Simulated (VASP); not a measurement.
# Rb (Fm-3m) in VASP: a series of runs

Runs on Rb. Level: r2SCAN. Tasks: single point.

All numbers are computed with VASP 6.6.1; they aren't measurements. Logs are shortened: lines on timing, memory, paths and dates and some standing lists are left out, and cuts for length are marked.

## (1) Starting point

Symmetry: Fm-3m, No. 225, cubic system. The conventional cell has a = 7.376 Å, b = 7.376 Å, c = 7.376 Å, α = 90.00°, β = 90.00°, γ = 90.00°.

This isn't the form of Rb at room conditions, which is bcc.

## (2) Single point, r2SCAN

Input file POSCAR:

```
Rb
1.0
    0.0000000000      3.6877837166      3.6877837166
    3.6877837166      0.0000000000      3.6877837166
    3.6877837166      3.6877837166      0.0000000000
Rb
1
Direct
    0.0000000000      0.0000000000      0.0000000000
```

Input file INCAR.step1:

```
SYSTEM = Rb
  ALGO = Normal
  EDIFF = 1E-4
  ENCUT = 520
  GGA = PE
  ISMEAR = 0
  LASPH = .True.
  LCHARG = .False.
  LREAL = .False.
  LWAVE = .True.
  NBANDS = 10
  NELM = 100
  PREC = Accurate
  SIGMA = 0.15
```

Input file INCAR.step2:

```
SYSTEM = Rb
  ALGO = Normal
  EDIFF = 1E-6
  ENCUT = 520
  ISIF = 2
  ISMEAR = 0
  ISTART = 1
  LASPH = .True.
  LCHARG = .False.
  LMIXTAU = .True.
  LREAL = .False.
  LWAVE = .False.
  METAGGA = R2SCAN
  NBANDS = 10
  NELM = 100
  PREC = Accurate
  SIGMA = 0.15
```

Input file KPOINTS:

```
k-points
0
Gamma
  6 6 6
  0 0 0
```

Potentials or basis: VASP PAW PBE potentials, release 64 (Rb_sv).

Run with:

```
> cat potpaw_PBE.64/Rb_sv/POTCAR > POTCAR
> cp INCAR.step1 INCAR
> mpirun -np 1 vasp_std > vasp.out
> cp INCAR.step2 INCAR
> mpirun -np 1 vasp_std > vasp.out
```

OUTCAR:

```text
SYSTEM = Rb
   EDIFF = 1E-6
   ENCUT = 520
   ISIF = 2
   ISMEAR = 0
   ISTART = 1
   LASPH = .True.
   LREAL = .False.
   METAGGA = R2SCAN
   NELM = 100
   PREC = Accurate

 ion  position               nearest neighbor table
   1  0.000  0.000  0.000-

  LATTYP: Found a face centered cubic cell.
 ALAT       =     7.3755674332

  Lattice vectors:

 A1 = (   0.0000000000,   3.6877837166,   3.6877837166)
 A2 = (   3.6877837166,   0.0000000000,   3.6877837166)
 A3 = (   3.6877837166,   3.6877837166,   0.0000000000)

Analysis of symmetry for initial positions (statically):
=====================================================================
 Subroutine PRICEL returns:
 Original cell was already a primitive cell.

 Routine SETGRP: Setting up the symmetry group for a
 face centered cubic supercell.

 Subroutine GETGRP returns: Found 48 space group operations
 (whereof 48 operations were pure point group operations)
 out of a pool of 48 trial point group operations.

The static configuration has the point symmetry O_h .

Analysis of symmetry for dynamics (positions and initial velocities):
=====================================================================
 Subroutine PRICEL returns:
 Original cell was already a primitive cell.

 Routine SETGRP: Setting up the symmetry group for a
 face centered cubic supercell.

 Subroutine GETGRP returns: Found 48 space group operations
 (whereof 48 operations were pure point group operations)
 out of a pool of 48 trial point group operations.

The dynamic configuration has the point symmetry O_h .

 Subroutine INISYM returns: Found 48 space group operations
 (whereof 48 operations are pure point group operations),
 and found     1 'primitive' translations

----------------------------------------------------------------------------------------

                                     Primitive cell

  volume of cell :     100.3059

  direct lattice vectors                    reciprocal lattice vectors
     0.000000000  3.687783717  3.687783717    -0.135582789  0.135582789  0.135582789
     3.687783717  0.000000000  3.687783717     0.135582789 -0.135582789  0.135582789
     3.687783717  3.687783717  0.000000000     0.135582789  0.135582789 -0.135582789

  length of vectors
     5.215313747  5.215313747  5.215313747     0.234836278  0.234836278  0.234836278

  position of ions in fractional coordinates (direct lattice)
     0.000000000  0.000000000  0.000000000

  ion indices of the primitive-cell ions
   primitive index   ion index
                 1           1

----------------------------------------------------------------------------------------

 KPOINTS: k-points

Automatic generation of k-mesh.
 Grid dimensions read from file:
 generate k-points for:    6    6    6

 Generating k-lattice:

  Cartesian coordinates                     Fractional coordinates (reciprocal lattice)
    -0.022597131  0.022597131  0.022597131     0.166666667  0.000000000  0.000000000
     0.022597131 -0.022597131  0.022597131     0.000000000  0.166666667  0.000000000
     0.022597131  0.022597131 -0.022597131     0.000000000  0.000000000  0.166666667

  Length of vectors
     0.039139380  0.039139380  0.039139380

  Shift w.r.t. Gamma in fractional coordinates (k-lattice)
     0.000000000  0.000000000  0.000000000

 Subroutine IBZKPT returns following result:
 ===========================================

 Found     16 irreducible k-points:

 Following reciprocal coordinates:
            Coordinates               Weight
  0.000000  0.000000  0.000000      1.000000
  0.166667  0.000000  0.000000      8.000000
  0.333333  0.000000  0.000000      8.000000
  0.500000  0.000000  0.000000      4.000000
  0.166667  0.166667  0.000000      6.000000
  0.333333  0.166667  0.000000     24.000000
[... 8 lines left out ...]
 -0.333333  0.333333  0.166667     24.000000
 -0.333333  0.500000  0.166667     12.000000
   k-points           NKPTS =     16   k-points in BZ     NKDIM =     16   number of bands    NBANDS=     10
   number of dos      NEDOS =    301   number of ions     NIONS =      1
   total plane-waves  NPLWV =  64000
   dimension x,y,z NGX =    40 NGY =   40 NGZ =   40
   dimension x,y,z NGXF=    80 NGYF=   80 NGZF=   80
   ions per type =               1
   NGX,Y,Z   is equivalent  to a cutoff of  12.75, 12.75, 12.75 a.u.
   NGXF,Y,Z  is equivalent  to a cutoff of  25.50, 25.50, 25.50 a.u.
 SYSTEM =  Rb
   PREC   = accura    normal or accurate (medium, high low for compatibility)
   ISTART =      1    job   : 0-new  1-cont  2-samecut
   ICHARG =      0    charge: 1-file 2-atom 10-const
   ISPIN  =      1    spin polarized calculation?
   LNONCOLLINEAR =      F non collinear calculations
   LSORBIT =      F    spin-orbit coupling
   LASPH  =      T    aspherical Exc in radial PAW
   ENCUT  =  520.0 eV  38.22 Ry    6.18 a.u.   9.70  9.70  9.70*2*pi/ulx,y,z
   NELM   =    100;   NELMIN=  2; NELMDL=  0     # of ELM steps
   EDIFF  = 0.1E-05   stopping-criterion for ELM
   LREAL  =      F    real-space projection
   EDIFFG = 0.1E-04   stopping-criterion for IOM
   NSW    =      0    number of steps for IOM
   IBRION =     -1    ionic relax: 0-MD 1-quasi-New 2-CG
   NFREE  =      0    steps in history (QN), initial steepest desc. (CG)
   ISIF   =      2    stress and relaxation
   ISYM   =      2    0-nonsym 1-usesym 2-fastsym
   POTIM  = 0.5000    time-step for ionic-motion
   TEBEG  =    0.0;   TEEND  =   0.0 temperature during run
   PSTRESS=    0.0 pullay stress
   NELECT =       9.0000    total number of electrons
   NUPDOWN=      -1.0000    fix difference up-down
   EMIN   =  10.00;   EMAX   =-10.00  energy-range for DOS
   EFERMI =   0.00;   METHOD = LEGACY
   ISMEAR =     0;   SIGMA  =   0.15  broadening in eV -4-tet -1-fermi 0-gaus
   EFERMI_NEDOS =   21; number of points for ismear=-14 and -15
   IALGO  =     38    algorithm
   IMIX   =      4    mixing-type and parameters
     AMIX     =   0.40;   BMIX     =  1.00
     AMIX_MAG =   1.60;   BMIX_MAG =  1.00
  volume/ion in A,a.u.               =     100.31       676.90
  Fermi-wavevector in a.u.,A,eV,Ry     =   0.732904  1.384987  7.308339  0.537148
  Thomas-Fermi vector in A             =   1.825481
   LORBIT       =      0    0 simple, 1 ext, 2 COOP (PROOUT), +10 PAW based schemes
   METAGGA = R2SCAN    functional components
   LHFCALC =     F    Hartree Fock is set to
   AEXX    =    0.0000 exact exchange contribution
   IVDW    =     0    specifies the selected vdW correction
   LEPSILON=     F    determine dielectric tensor
   LRPA    =     F    only Hartree local field effects (RPA)
 non-spin polarized calculation
 Gauss-broadening in eV      SIGMA  =   0.15
  energy-cutoff  :      520.00
  volume of cell :      100.31
 maximum number of plane-waves:      2733
   NGX = 19   NGY = 19   NGZ = 19

 number of electron       9.0000000 magnetization

 Free energy of the ion-electron system (eV)
  ---------------------------------------------------
  ext. energy  EPLUGINS =         0.00000000
  ---------------------------------------------------
  free energy    TOTEN  =       -13.91424962 eV

  energy without entropy =      -13.90457221  energy(sigma->0) =      -13.90941092

 E-fermi :  -0.1873     XC(G=0):  -5.4891

 val. band max:       -0.2829587262   @ k =   0.5000   0.3333   0.1667
 cond. band min:       0.0301532170   @ k =   0.5000   0.1667   0.0000
 fundamental gap:      0.3131119432
 Fermi energy:        -0.1872710002

 k-point     1 :       0.0000    0.0000    0.0000
  band No.  band energies     occupation
      1     -30.2697      2.00000
      2     -13.7668      2.00000
      3     -13.7668      2.00000
      4     -13.7668      2.00000
      5      -2.1122      2.00000
      6       3.7785      0.00000
      7       3.7785      0.00000
      8       3.7785      0.00000
      9       5.1494      0.00000
     10       5.1494      0.00000

 k-point     2 :       0.1667    0.0000    0.0000
  band No.  band energies     occupation
      1     -30.2690      2.00000
      2     -13.7845      2.00000
      3     -13.7692      2.00000
      4     -13.7692      2.00000
      5      -1.8124      2.00000
      6       2.9647      0.00000
      7       3.8618      0.00000
      8       3.8618      0.00000
      9       4.8940      0.00000
     10       4.8940      0.00000

 k-point     3 :       0.3333    0.0000    0.0000
  band No.  band energies     occupation
      1     -30.2677      2.00000
      2     -13.8193      2.00000
      3     -13.7740      2.00000
      4     -13.7740      2.00000
      5      -0.9721      2.00000
      6       1.6374      0.00000
      7       3.6980      0.00000
      8       3.6980      0.00000
      9       5.2659      0.00000
     10       5.2659      0.00000

 k-point     4 :       0.5000    0.0000    0.0000
  band No.  band energies     occupation
      1     -30.2671      2.00000
      2     -13.8365      2.00000
      3     -13.7763      2.00000
      4     -13.7763      2.00000
      5       0.1290      0.00287
      6       0.3836      0.00000
      7       3.5454      0.00000
      8       3.5454      0.00000
      9       5.7077      0.00000
     10       5.7665      0.00000

 k-point     5 :       0.1667    0.1667    0.0000
  band No.  band energies     occupation
      1     -30.2688      2.00000
      2     -13.7839      2.00000
      3     -13.7732      2.00000
      4     -13.7732      2.00000
      5      -1.7141      2.00000
      6       3.0103      0.00000
      7       3.8346      0.00000
      8       3.8346      0.00000
      9       4.0185      0.00000
     10       5.3379      0.00000

 k-point     6 :       0.3333    0.1667    0.0000
  band No.  band energies     occupation
      1     -30.2677      2.00000
      2     -13.8094      2.00000
      3     -13.7789      2.00000
      4     -13.7787      2.00000
      5      -1.0576      2.00000
      6       2.1373      0.00000
      7       3.1279      0.00000
      8       3.8354      0.00000
      9       4.3713      0.00000
     10       5.6032      0.00000
[... 79 lines left out ...]
 k-point    13 :       0.5000    0.5000    0.0000
  band No.  band energies     occupation
      1     -30.2662      2.00000
      2     -13.8323      2.00000
      3     -13.7921      2.00000
      4     -13.7921      2.00000
      5       0.6060      0.00000
      6       1.1681      0.00000
      7       1.8858      0.00000
      8       4.4189      0.00000
      9       4.4189      0.00000
     10       5.1243      0.00000

 k-point    14 :       0.5000    0.3333    0.1667
  band No.  band energies     occupation
      1     -30.2669      2.00000
      2     -13.8186      2.00000
      3     -13.7949      2.00000
      4     -13.7823      2.00000
      5      -0.2830      1.63302
      6       1.8330      0.00000
      7       2.1731      0.00000
      8       3.6314      0.00000
      9       4.7091      0.00000
     10       5.5259      0.00000

 k-point    15 :      -0.3333    0.3333    0.1667
  band No.  band energies     occupation
      1     -30.2664      2.00000
      2     -13.8207      2.00000
      3     -13.8033      2.00000
      4     -13.7862      2.00000
      5       0.7382      0.00000
      6       0.9111      0.00000
      7       2.0042      0.00000
      8       3.2501      0.00000
      9       4.8751      0.00000
     10       5.6606      0.00000

 k-point    16 :      -0.3333    0.5000    0.1667
  band No.  band energies     occupation
      1     -30.2662      2.00000
      2     -13.8223      2.00000
      3     -13.8022      2.00000
      4     -13.7926      2.00000
      5       0.9220      0.00000
      6       1.2833      0.00000
      7       1.6162      0.00000
      8       2.9651      0.00000
      9       5.0549      0.00000
     10       5.7431      0.00000

------------------------ aborting loop because EDIFF is reached ----------------------------------------

  FORCE on cell =-STRESS in cart. coord.  units (eV):
  Direction    XX          YY          ZZ          XY          YZ          ZX
  --------------------------------------------------------------------------------------
  -------------------------------------------------------------------------------------
  Total       -0.0666420     -0.0666420     -0.0666420      0.0000000     -0.0000000      0.0000000
  in kB       -1.0644664     -1.0644664     -1.0644664      0.0000000     -0.0000000      0.0000000
  external PRESSURE =      -1.0644664 kB  Pullay stress =       0.0000000 kB

 VOLUME and BASIS-vectors are now :
 -----------------------------------------------------------------------------
  energy-cutoff  :      520.00
  volume of cell :      100.31
      direct lattice vectors                 reciprocal lattice vectors
     0.000000000  3.687783717  3.687783717    -0.135582789  0.135582789  0.135582789
     3.687783717  0.000000000  3.687783717     0.135582789 -0.135582789  0.135582789
     3.687783717  3.687783717  0.000000000     0.135582789  0.135582789 -0.135582789

 POSITION                                       TOTAL-FORCE (eV/Angst)
 -----------------------------------------------------------------------------------
      0.00000      0.00000      0.00000         0.000000      0.000000      0.000000
 -----------------------------------------------------------------------------------
    total drift:                               -0.000000     -0.000000     -0.000000

  FREE ENERGIE OF THE ION-ELECTRON SYSTEM (eV)
  ---------------------------------------------------
  free  energy   TOTEN  =       -13.9142496243 eV

  energy  without entropy=      -13.9045722113  energy(sigma->0) =      -13.90941092
```

Run time: 75 s. Hardware: 1 thread of Intel Xeon Platinum 8259CL at 2.50GHz (Skylake/Cascade Lake), shared host; peak memory 0.25 GiB.

What came out:

```
Free energy            : -13.9142 eV
Pressure               : -0.1 GPa
Band gap on the k mesh : none (metal or under the smearing width)
```

Levels at points of the mesh, in eV from the Fermi level:
| k point | band 3 | band 4 | band 5 | band 6 | band 7 | band 8 |
| --- | --- | --- | --- | --- | --- | --- |
| (0.00, 0.00, 0.00) | -13.58 | -13.58 | -1.92 | 3.97 | 3.97 | 3.97 |
| (0.50, 0.00, 0.00) | -13.59 | -13.59 | 0.32 | 0.57 | 3.73 | 3.73 |
| (0.50, 0.50, 0.00) | -13.60 | -13.60 | 0.79 | 1.36 | 2.07 | 4.61 |

Caveat: the PAW data sets were made with another functional, which shifts forces and pressure a little.

## (3) Single point, r2SCAN

This run uses another cell than the first one, of 98.38 Å³/atom, 0.981 times its volume.

Input file POSCAR:

```
Rb
1.0
    0.0000000000      3.6639909012      3.6639909012
    3.6639909012      0.0000000000      3.6639909012
    3.6639909012      3.6639909012      0.0000000000
Rb
1
Direct
    0.0000000000      0.0000000000      0.0000000000
```

Input file INCAR.step1:

```
SYSTEM = Rb
PREC = Accurate
ENCUT = 520
ISMEAR = 0
SIGMA = 0.15
LREAL = .FALSE.
LASPH = .TRUE.
NELM = 100
NBANDS = 10
GGA = PE
ALGO = Normal
EDIFF = 1E-4
LWAVE = .TRUE.
LCHARG = .FALSE.
```

Input file INCAR.step2:

```
SYSTEM = Rb
PREC = Accurate
ENCUT = 520
EDIFF = 1E-6
ISMEAR = 0
SIGMA = 0.15
LREAL = .FALSE.
LASPH = .TRUE.
NELM = 100
ALGO = Normal
ISIF = 2
LWAVE = .FALSE.
LCHARG = .FALSE.
METAGGA = R2SCAN
LMIXTAU = .TRUE.
NBANDS = 10
ISTART = 1
```

Input file KPOINTS:

```
Automatic mesh
0
G
  6 6 6
  0 0 0
```

Potentials or basis: VASP PAW PBE potentials, release 64 (Rb_sv).

Run with:

```
> cat potpaw_PBE.64/Rb_sv/POTCAR > POTCAR
> cp INCAR.step1 INCAR
> mpirun -np 1 vasp_std > vasp.out
> cp INCAR.step2 INCAR
> mpirun -np 1 vasp_std > vasp.out
```

OUTCAR:

```text
SYSTEM = Rb
   PREC = Accurate
   ENCUT = 520
   EDIFF = 1E-6
   ISMEAR = 0
   LREAL = .FALSE.
   LASPH = .TRUE.
   NELM = 100
   ISIF = 2
   METAGGA = R2SCAN
   ISTART = 1

 ion  position               nearest neighbor table
   1  0.000  0.000  0.000-

  LATTYP: Found a face centered cubic cell.
 ALAT       =     7.3279818024

  Lattice vectors:

 A1 = (   0.0000000000,   3.6639909012,   3.6639909012)
 A2 = (   3.6639909012,   0.0000000000,   3.6639909012)
 A3 = (   3.6639909012,   3.6639909012,   0.0000000000)

[... 378 lines left out ...]
     10       5.8458      0.00000

------------------------ aborting loop because EDIFF is reached ----------------------------------------

  FORCE on cell =-STRESS in cart. coord.  units (eV):
  Direction    XX          YY          ZZ          XY          YZ          ZX
  --------------------------------------------------------------------------------------
  -------------------------------------------------------------------------------------
  Total       -0.0377445     -0.0377445     -0.0377445      0.0000000     -0.0000000     -0.0000000
  in kB       -0.6147117     -0.6147117     -0.6147117      0.0000000     -0.0000000     -0.0000000
  external PRESSURE =      -0.6147117 kB  Pullay stress =       0.0000000 kB

 VOLUME and BASIS-vectors are now :
 -----------------------------------------------------------------------------
  energy-cutoff  :      520.00
  volume of cell :       98.38
      direct lattice vectors                 reciprocal lattice vectors
     0.000000000  3.663990901  3.663990901    -0.136463221  0.136463221  0.136463221
     3.663990901  0.000000000  3.663990901     0.136463221 -0.136463221  0.136463221
     3.663990901  3.663990901  0.000000000     0.136463221  0.136463221 -0.136463221

 POSITION                                       TOTAL-FORCE (eV/Angst)
 -----------------------------------------------------------------------------------
      0.00000      0.00000      0.00000         0.000000      0.000000      0.000000
 -----------------------------------------------------------------------------------
    total drift:                               -0.000000      0.000000     -0.000000

  FREE ENERGIE OF THE ION-ELECTRON SYSTEM (eV)
  ---------------------------------------------------
  free  energy   TOTEN  =       -13.9152637256 eV

  energy  without entropy=      -13.9056732433  energy(sigma->0) =      -13.91046848
```

OSZICAR.step1:

```text
N       E                     dE             d eps       ncg     rms          rms(c)
DAV:   1     0.451132822701E+02    0.45113E+02   -0.34949E+03   320   0.662E+02
DAV:   2     0.216022544123E+01   -0.42953E+02   -0.42208E+02   368   0.124E+02
DAV:   3    -0.795219750285E+00   -0.29554E+01   -0.29486E+01   416   0.332E+01
DAV:   4    -0.927018765300E+00   -0.13180E+00   -0.13157E+00   474   0.587E+00
DAV:   5    -0.928463913904E+00   -0.14451E-02   -0.14451E-02   432   0.599E-01    0.113E+00
DAV:   6    -0.929327545802E+00   -0.86363E-03   -0.19331E-03   446   0.254E-01    0.673E-01
DAV:   7    -0.930349173814E+00   -0.10216E-02   -0.27071E-03   368   0.307E-01    0.433E-02
DAV:   8    -0.930468562887E+00   -0.11939E-03   -0.99470E-05   374   0.771E-02    0.240E-02
DAV:   9    -0.930483394385E+00   -0.14831E-04   -0.14377E-05   222   0.305E-02
   1 F= -.93048339E+00 E0= -.92475834E+00  d E =-.114501E-01
```

Wall time 85 s (1 thread of Intel Xeon Platinum 8259CL at 2.50GHz (Skylake/Cascade Lake), shared host); peak memory 0.25 GiB.

What came out:

* Free energy: -13.9153 eV
* Pressure: -0.1 GPa
* Band gap on the k mesh: none (metal or under the smearing width)

Caveat: the PAW data sets were made with another functional, which shifts forces and pressure a little.
